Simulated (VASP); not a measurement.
# Gd (Im-3m) in VASP: further runs, part 2 of 2

VASP 6.6.1. Earlier steps stand in the parts before.

## (5) Single point, PBE, collinear spin, ferromagnetic start

INCAR

```
ADDGRID = False
ALGO = Normal
EDIFF = 1E-6
ENCUT = 550
GGA = PE
ISIF = 2
ISMEAR = 0
ISPIN = 2
LASPH = True
LCHARG = False
LMAXMIX = 6
LORBIT = 11
LREAL = False
LWAVE = False
MAGMOM = 7
NELM = 100
PREC = Accurate
SIGMA = 0.2
```

KPOINTS

```
k-points
0
Gamma
  11 11 11
```

POSCAR

```
Gd
1.0
   -2.0250000000      2.0250000000      2.0250000000
    2.0250000000     -2.0250000000      2.0250000000
    2.0250000000      2.0250000000     -2.0250000000
Gd
1
Direct
    0.0000000000      0.0000000000      0.0000000000
```

Potentials or basis: VASP PAW PBE potentials, release 64 (Gd).

Command:

```
cat potpaw_PBE.64/Gd/POTCAR > POTCAR
mpirun -np 1 vasp_std > vasp.out
```

OUTCAR:

```text
EDIFF = 1E-6
   ENCUT = 550
   GGA = PE
   ISIF = 2
   ISMEAR = 0
   ISPIN = 2
   LASPH = True
   LORBIT = 11
   LREAL = False
   NELM = 100
   PREC = Accurate

 Found     56 irreducible k-points:

 Following reciprocal coordinates:
            Coordinates               Weight
  0.000000  0.000000  0.000000      1.000000
  0.090909  0.000000  0.000000     12.000000
  0.181818  0.000000  0.000000     12.000000
  0.272727  0.000000  0.000000     12.000000
  0.363636  0.000000  0.000000     12.000000
  0.454545  0.000000  0.000000     12.000000
   k-points           NKPTS =     56   k-points in BZ     NKDIM =     56   number of bands    NBANDS=     17
   number of dos      NEDOS =    301   number of ions     NIONS =      1
   total plane-waves  NPLWV =  21952
   dimension x,y,z NGX =    28 NGY =   28 NGZ =   28
   dimension x,y,z NGXF=    56 NGYF=   56 NGZF=   56
   ions per type =               1
   NGX,Y,Z   is equivalent  to a cutoff of  13.27, 13.27, 13.27 a.u.
   NGXF,Y,Z  is equivalent  to a cutoff of  26.54, 26.54, 26.54 a.u.
 SYSTEM =  unknown system
   PREC   = accura    normal or accurate (medium, high low for compatibility)
   ISTART =      0    job   : 0-new  1-cont  2-samecut
   ICHARG =      2    charge: 1-file 2-atom 10-const
   ISPIN  =      2    spin polarized calculation?
   LNONCOLLINEAR =      F non collinear calculations
   LSORBIT =      F    spin-orbit coupling
   LASPH  =      T    aspherical Exc in radial PAW
   ENCUT  =  550.0 eV  40.42 Ry    6.36 a.u.   6.71  6.71  6.71*2*pi/ulx,y,z
   NELM   =    100;   NELMIN=  2; NELMDL= -5     # of ELM steps
   EDIFF  = 0.1E-05   stopping-criterion for ELM
   LREAL  =      F    real-space projection
   EDIFFG = 0.1E-04   stopping-criterion for IOM
   NSW    =      0    number of steps for IOM
   IBRION =     -1    ionic relax: 0-MD 1-quasi-New 2-CG
   NFREE  =      0    steps in history (QN), initial steepest desc. (CG)
   ISIF   =      2    stress and relaxation
   ISYM   =      2    0-nonsym 1-usesym 2-fastsym
   POTIM  = 0.5000    time-step for ionic-motion
   TEBEG  =    0.0;   TEEND  =   0.0 temperature during run
   PSTRESS=    0.0 pullay stress
   NELECT =      18.0000    total number of electrons
   NUPDOWN=      -1.0000    fix difference up-down
   EMIN   =  10.00;   EMAX   =-10.00  energy-range for DOS
   EFERMI =   0.00;   METHOD = LEGACY
   ISMEAR =     0;   SIGMA  =   0.20  broadening in eV -4-tet -1-fermi 0-gaus
   EFERMI_NEDOS =   21; number of points for ismear=-14 and -15
[... 28 lines left out ...]
  free energy    TOTEN  =       -11.63329469 eV

  energy without entropy =      -11.59032167  energy(sigma->0) =      -11.61180818

 E-fermi :   2.9611     XC(G=0):  -9.9568

 val. band max:        2.9467375494   @ k =  -0.3636  -0.3636   0.0909
 cond. band min:       2.9850304989   @ k =  -0.2727   0.3636   0.0909
 fundamental gap:      0.0382929495
 Fermi energy:         2.9610763357

 spin component 1

 k-point     1 :       0.0000    0.0000    0.0000
  band No.  band energies     occupation
      1     -42.3400      1.00000
      2     -19.3671      1.00000
      3     -19.3671      1.00000
      4     -19.3671      1.00000
      5      -2.1167      1.00000
      6      -1.9421      1.00000
[... 97 lines left out ...]
      4     -19.3706      1.00000
      5      -1.9306      1.00000
      6      -1.9175      1.00000
[... 9 lines left out ...]
     16       7.1138      0.00000
     17       8.8781      0.00000

 [... further k-points ...]

 spin component 2

 k-point     1 :       0.0000    0.0000    0.0000
  band No.  band energies     occupation
      1     -39.0948      1.00000
      2     -16.9609      1.00000
      3     -16.9609      1.00000
      4     -16.9609      1.00000
      5      -1.2227      1.00000
      6       3.3448      0.00333
[... 97 lines left out ...]
      4     -16.9688      1.00000
      5       1.4317      1.00000
      6       3.3541      0.00273
[... 9 lines left out ...]
     16       8.3560      0.00000
     17      10.3909      0.00000

 [... further k-points ...]

------------------------ aborting loop because EDIFF is reached ----------------------------------------

  FORCE on cell =-STRESS in cart. coord.  units (eV):
  Direction    XX          YY          ZZ          XY          YZ          ZX
  --------------------------------------------------------------------------------------
  -------------------------------------------------------------------------------------
  Total        0.0064785      0.0064785      0.0064785      0.0000000     -0.0000000      0.0000000
  in kB        0.3125008      0.3125008      0.3125008      0.0000000     -0.0000000      0.0000000
  external PRESSURE =       0.3125008 kB  Pullay stress =       0.0000000 kB

 VOLUME and BASIS-vectors are now :
 -----------------------------------------------------------------------------
  energy-cutoff  :      550.00
  volume of cell :       33.22
      direct lattice vectors                 reciprocal lattice vectors
    -2.025000000  2.025000000  2.025000000     0.000000000  0.246913580  0.246913580
     2.025000000 -2.025000000  2.025000000     0.246913580  0.000000000  0.246913580
     2.025000000  2.025000000 -2.025000000     0.246913580  0.246913580  0.000000000

 POSITION                                       TOTAL-FORCE (eV/Angst)
 -----------------------------------------------------------------------------------
      0.00000      0.00000      0.00000        -0.000000      0.000000     -0.000000
 -----------------------------------------------------------------------------------
    total drift:                                0.000000     -0.000000     -0.000000

  FREE ENERGIE OF THE ION-ELECTRON SYSTEM (eV)
  ---------------------------------------------------
  free  energy   TOTEN  =       -11.6332946859 eV

  energy  without entropy=      -11.5903216672  energy(sigma->0) =      -11.61180818

 total charge

# of ion       s       p       d       f       tot
--------------------------------------------------
    1        2.072   5.562   0.582   6.985  15.201

 magnetization (x)

# of ion       s       p       d       f       tot
--------------------------------------------------
    1        0.002  -0.056   0.239   6.816   7.000
```

OSZICAR:

```text
N       E                     dE             d eps       ncg     rms          rms(c)
DAV:   1     0.981713433989E+02    0.98171E+02   -0.68301E+03  4744   0.558E+03
DAV:   2     0.482452804632E+01   -0.93347E+02   -0.83354E+02  4982   0.323E+02
DAV:   3    -0.812821995885E+01   -0.12953E+02   -0.12707E+02  5841   0.107E+02
DAV:   4    -0.947689998214E+01   -0.13487E+01   -0.13394E+01  7393   0.266E+01
[... 16 lines left out ...]
DAV:  21    -0.116334544291E+02    0.30521E-04   -0.14748E-05  6084   0.763E-02    0.821E-01
DAV:  22    -0.116332794656E+02    0.17496E-03   -0.59779E-04  4171   0.616E-01    0.580E-01
DAV:  23    -0.116333362441E+02   -0.56779E-04   -0.22878E-04  6854   0.293E-01    0.541E-01
DAV:  24    -0.116332945266E+02    0.41717E-04   -0.13231E-04  5013   0.280E-01    0.960E-02
DAV:  25    -0.116332946859E+02   -0.15921E-06   -0.87997E-06  6513   0.397E-02
   1 F= -.11633295E+02 E0= -.11611808E+02  d E =-.429730E-01  mag=     7.6318
```

Wall time 78 s (1 thread of Intel Xeon Platinum 8559C (Emerald Rapids), shared host); peak memory 0.21 GiB.

The run converged, but some of its settings lie outside the range that counts as converged, so its numbers aren't taken as properties of the crystal.

Results:

| Item | Value |
| --- | --- |
| Free energy | -11.6333 eV |
| Pressure | 0.0 GPa |
| Band gap on the k mesh | none (metal or under the smearing width) |
| Net moment | 7.63 μB per cell |
| Site moments | Gd +7.00 μB |
| Valence electrons inside the program's atomic spheres | Gd 15.20 |

Caveat: spin-orbit coupling is left out, which moves the levels of the heavy elements.
